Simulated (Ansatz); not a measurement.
# Calculated with Ansatz: Hf, vacancy hop by nudged elastic band

input.yaml:

```yaml
crystal:
  lattice:
    - [-3.630474, 3.630474, 3.630474]
    - [3.630474, -3.630474, 3.630474]
    - [3.630474, 3.630474, -3.630474]
  atoms:
    - { symbol: Hf, position: [0.00473128, 0.00179715, -0.00146609] }
    - { symbol: Hf, position: [-0.00291686, 0.0027153, 0.49663752] }
    - { symbol: Hf, position: [0.00240313, 0.50143968, 0.00221238] }
    - { symbol: Hf, position: [0.00578711, 0.501982, 0.4994202] }
    - { symbol: Hf, position: [0.50532063, -0.00168284, 0.00104263] }
    - { symbol: Hf, position: [0.50497376, 0.49444045, 0.00451622] }
    - { symbol: Hf, position: [0.49435643, 0.49825764, 0.49854091] }
kpoints:
  mp_grid: { grid: [3, 3, 3] }
magnetization:
  spin_polarized: false
scf:
  occupations: { method: cold, width: 0.15 }
hamiltonian:
  pseudopotentials: { kind: paw }
  xc: pbe
basis:
  ecutwfc: 420
neb:
  images: 3
  relax_end_points: true
  climbing: true
  f_tol: 0.05
  max_iterations: 40
  order_check: false
  final_atoms:
    - { symbol: Hf, position: [0.00473128, 0.00179715, -0.00146609] }
    - { symbol: Hf, position: [-0.00291686, 0.0027153, 0.49663752] }
    - { symbol: Hf, position: [0.00240313, 0.50143968, 0.00221238] }
    - { symbol: Hf, position: [0.50058546, 0.99837186, 0.50163937] }
    - { symbol: Hf, position: [0.50532063, -0.00168284, 0.00104263] }
    - { symbol: Hf, position: [0.50497376, 0.49444045, 0.00451622] }
    - { symbol: Hf, position: [0.49435643, 0.49825764, 0.49854091] }
```

Run with:

```bash
ansatz run input.yaml --threads 4 --pin off --max-ram 8192MiB --backend cpu --events-out ev --progress --plain --runs-dir out
```

Origin of the cell: a database entry, scaled a little.

The cell is 2×2×2 cells of Hf with one Hf taken out; atom 4 (Hf) hops into the empty site, 3.59 Å away before the end points are relaxed. All atoms were shaken by about 0.02 Å first.

Output (shortened):

```
SCF iter   1: F=—  HF=-110045.188660 eV  Δρ=5.44e-3  dr2=1.34e-1
SCF iter   2: F=—  HF=-110045.163558 eV  S|Δr|=    0.00e0  Δρ=2.39e-3  dr2=1.03e-2
SCF iter   3: F=—  HF=-110045.162613 eV  S|Δr|=    0.00e0  Δρ=7.67e-4  dr2=3.05e-3
[… 3 lines left out …]
SCF iter   7: F=—  HF=-110045.162119 eV  S|Δr|=    0.00e0  Δρ=2.16e-5  dr2=1.99e-6
SCF iter   8: F=—  HF=-110045.162119 eV  S|Δr|=    0.00e0  Δρ=1.08e-5  dr2=4.78e-7
SCF iter   9: F=-110045.162118 eV  HF=-110045.162119 eV  S|Δr|=    0.00e0  Δρ=3.93e-6  dr2=4.78e-8
NEB iter   1: max|band force component| = 9.269e0 eV/Å  barrier→ = 7.8589 eV  barrier← = 7.8589 eV  Δτ_max = 0.1951 Å  (49 SCF iters)
NEB iter   2: max|band force component| = 5.152e0 eV/Å  barrier→ = 4.2495 eV  barrier← = 4.2495 eV  Δτ_max = 0.1971 Å  (30 SCF iters)
NEB iter   3: max|band force component| = 2.355e0 eV/Å  barrier→ = 2.4091 eV  barrier← = 2.4091 eV  Δτ_max = 0.1943 Å  (30 SCF iters)
NEB iter   4: max|band force component| = 9.001e-1 eV/Å  barrier→ = 1.6671 eV  barrier← = 1.6671 eV  Δτ_max = 0.1948 Å  (29 SCF iters)
NEB iter   5: max|band force component| = 6.746e-1 eV/Å  barrier→ = 1.4759 eV  barrier← = 1.4759 eV  Δτ_max = 0.1964 Å  (27 SCF iters)
NEB iter   6: max|band force component| = 4.899e-1 eV/Å  barrier→ = 1.3646 eV  barrier← = 1.3646 eV  CI = image 2  Δτ_max = 0.1964 Å  (27 SCF iters)
NEB iter   7: max|band force component| = 2.790e-1 eV/Å  barrier→ = 1.2978 eV  barrier← = 1.2979 eV  CI = image 2  Δτ_max = 0.1989 Å  (33 SCF iters)
NEB iter   8: max|band force component| = 5.984e-1 eV/Å  barrier→ = 1.2111 eV  barrier← = 1.2111 eV  CI = image 2  Δτ_max = 0.1001 Å  (31 SCF iters)
NEB iter   9: max|band force component| = 6.502e-1 eV/Å  barrier→ = 1.2041 eV  barrier← = 1.2042 eV  CI = image 2  Δτ_max = 0.1985 Å  (26 SCF iters)
NEB iter  10: max|band force component| = 5.482e-1 eV/Å  barrier→ = 1.0975 eV  barrier← = 1.0976 eV  CI = image 2  Δτ_max = 0.2000 Å  (25 SCF iters)
NEB iter  11: max|band force component| = 7.796e-1 eV/Å  barrier→ = 0.8603 eV  barrier← = 0.8603 eV  CI = image 2  Δτ_max = 0.1971 Å  (25 SCF iters)
NEB iter  12: max|band force component| = 1.440e0 eV/Å  barrier→ = 0.8027 eV  barrier← = 0.8027 eV  CI = image 1  Δτ_max = 0.1920 Å  (25 SCF iters)
NEB iter  13: max|band force component| = 1.083e0 eV/Å  barrier→ = 0.9834 eV  barrier← = 0.9835 eV  CI = image 1  Δτ_max = 0.1950 Å  (27 SCF iters)
NEB iter  14: max|band force component| = 6.744e-1 eV/Å  barrier→ = 1.1217 eV  barrier← = 1.1217 eV  CI = image 1  Δτ_max = 0.1953 Å  (27 SCF iters)
NEB iter  15: max|band force component| = 4.557e-1 eV/Å  barrier→ = 1.0827 eV  barrier← = 1.0827 eV  CI = image 1  Δτ_max = 0.1967 Å  (25 SCF iters)
NEB iter  16: max|band force component| = 4.405e-1 eV/Å  barrier→ = 1.0763 eV  barrier← = 1.0763 eV  CI = image 1  Δτ_max = 0.0655 Å  (26 SCF iters)
NEB iter  17: max|band force component| = 1.050e-1 eV/Å  barrier→ = 1.0697 eV  barrier← = 1.0698 eV  CI = image 1  Δτ_max = 0.0591 Å  (22 SCF iters)
NEB iter  18: max|band force component| = 6.241e-2 eV/Å  barrier→ = 1.0694 eV  barrier← = 1.0694 eV  CI = image 1  Δτ_max = 0.0496 Å  (22 SCF iters)
NEB iter  19: max|band force component| = 3.437e-2 eV/Å  barrier→ = 1.0692 eV  barrier← = 1.0692 eV  CI = image 1  Δτ_max = 0.0000 Å  (20 SCF iters)
--- NEB band (5 images, 19 band iterations, 526 SCF iterations, 296 more in tests of the images' electronic states and relaxations of end points) ---
  forward barrier  = 1.069223 eV
  backward barrier = 1.069242 eV
  lagrangian_above_aufbau_ev (what the smearing adds, to first order; not taken off the barriers): saddle image +0.007636 eV, end points +0.000949 and +0.001391 eV
  climbing image's point = of an order that was not read
  energies are F+E_penalty+E_count in eV, relative to image 0
  image     s (Å)  Δ vs image 0  max|band force component| (eV/Å)
      0    0.0000      0.000000                                 —
  *   1    1.8947      1.069223                          1.263e-2
      2    3.5398      0.080959                          2.641e-2
      3    5.1851      0.046912                          3.437e-2
      4    6.8303     -0.000019                                 —
```

The converged band:

```json
{"image": "0", "path over all atoms (Å)": "0.00", "ΔF (eV)": "0.000", "Hf x": "3.78", "y": "-0.13", "z (Å)": "-0.05"}
{"image": "1", "path over all atoms (Å)": "1.89", "ΔF (eV)": "1.069", "Hf x": "4.26", "y": "-0.60", "z (Å)": "0.94"}
{"image": "2", "path over all atoms (Å)": "3.54", "ΔF (eV)": "0.081", "Hf x": "4.41", "y": "-0.86", "z (Å)": "1.64"}
{"image": "3", "path over all atoms (Å)": "5.19", "ΔF (eV)": "0.047", "Hf x": "3.96", "y": "-0.24", "z (Å)": "2.90"}
{"image": "4", "path over all atoms (Å)": "6.83", "ΔF (eV)": "0.000", "Hf x": "3.77", "y": "-0.13", "z (Å)": "3.68"}
```

Relaxed start, forces in eV/Å:

```xyz
7
Lattice="-3.630 3.630 3.630 3.630 -3.630 3.630 3.630 3.630 -3.630" Properties=species:S:1:pos:R:3:forces:R:3 pbc="T T T" image=0
Hf   -0.124    0.110    0.099   -0.003   -0.002   -0.003
Hf    2.166    1.386   -2.359    0.004    0.006    0.002
Hf    2.035   -1.272    2.152    0.001    0.002   -0.001
Hf    3.775   -0.130   -0.046   -0.001   -0.003    0.003
Hf   -2.351    1.687    2.062   -0.001   -0.004   -0.003
Hf   -0.143    0.114    3.578   -0.004   -0.002   -0.002
Hf    1.848    1.795    1.822    0.004    0.004    0.003
```

Highest image (1), forces in eV/Å:

```xyz
7
Lattice="-3.630 3.630 3.630 3.630 -3.630 3.630 3.630 3.630 -3.630" Properties=species:S:1:pos:R:3:forces:R:3 pbc="T T T" image=1
Hf   -0.244    0.257    0.185    0.002   -0.002   -0.002
Hf    2.879    0.928   -1.794    0.001    0.005   -0.002
Hf    1.708   -1.273    2.142    0.007    0.007    0.001
Hf    4.261   -0.604    0.939    0.001   -0.010   -0.005
Hf   -2.464    2.209    1.493   -0.006   -0.005    0.005
Hf   -0.675    0.263    3.239    0.003    0.004    0.004
Hf    1.746    1.911    2.000   -0.008    0.001   -0.001
```

Relaxed end, forces in eV/Å:

```xyz
7
Lattice="-3.630 3.630 3.630 3.630 -3.630 3.630 3.630 3.630 -3.630" Properties=species:S:1:pos:R:3:forces:R:3 pbc="T T T" image=4
Hf   -0.139    0.114    0.058    0.002    0.000   -0.004
Hf    2.172    1.394   -1.264    0.001   -0.001   -0.003
Hf    2.035   -1.271    1.493   -0.001   -0.004    0.001
Hf    3.775   -0.132    3.684   -0.004    0.006   -0.001
Hf   -2.352    1.679    1.568    0.001   -0.001    0.005
Hf   -0.120    0.113    3.543   -0.001    0.000    0.000
Hf    1.850    1.797    1.816    0.003   -0.001    0.002
```

Barrier of this path: 1.07 eV forwards, 1.07 eV backwards, after 19 band iterations.

Caveats: no moments, though an odd count or open d shells may carry them; no spin-orbit coupling, though heavy elements are present; the k mesh is coarse if the cell is a metal; a small cell with a neutral vacancy and no spin, whose shape can make like sites unlike; the cell is held at a rescaled volume, and strain moves barriers; the hop was drawn among near neighbours and need not be the easiest path; few images and a loose tolerance, and neither the top nor the ends were tested for their order; another atom moves far along the path.

It ran for 9.1 min on 4 threads of Intel(R) Xeon(R) 6975P-C (Granite Rapids), on a shared host, peak memory 1.8 GiB, from the program's own first density.
